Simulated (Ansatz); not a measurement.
**Co, bcc: geometry optimisation**

All numbers below come from Ansatz, DFT, PBEsol, plane waves (420 eV) with PAW, scalar-relativistic. (PAW data from PBE, frozen cores regenerated.)

k-point mesh 16×16×16, Fermi-Dirac smearing 0.1 eV, no spin polarisation. Cell and atoms relax.

Starting structure:

```
Co
1.0
    -1.40414    1.40414    1.40414
     1.40414   -1.40414    1.40414
     1.40414    1.40414   -1.40414
Co
1
Direct
  0.00000 0.00000 0.00000
```

**Question.** What cell does the relaxation end in?

**Answer.** Im-3m with a = 2.726 Å; 10.13 Å³ per atom against 11.07 at the start (-8.5 %).

**Question.** How much energy does the relaxation gain?

**Answer.** 61.7 meV per atom.

Path of the relaxation (the plane waves are chosen anew near the end, which can shift the energy a little):

| step | E − E(final) (meV/atom) | V (Å³/atom) | P (GPa) | max force (eV/Å) |
| --- | --- | --- | --- | --- |
| 0 | 61.71 | 11.074 | -19.31 | 0.000 |
| 1 | 10.50 | 10.510 | -8.94 | 0.000 |
| 2 | -0.42 | 10.069 | 1.81 | 0.000 |
| 3 | -0.71 | 10.140 | -0.12 | 0.000 |
| 4 | -0.72 | 10.136 | 0.00 | 0.000 |
| 5 | 0.00 | 10.136 | -0.06 | 0.000 |
| 6 | -0.01 | 10.134 | 0.00 | 0.000 |
| 7 | 0.00 | 10.134 | 0.00 | 0.000 |

Spin polarisation is off here; a magnetic state may lie lower.
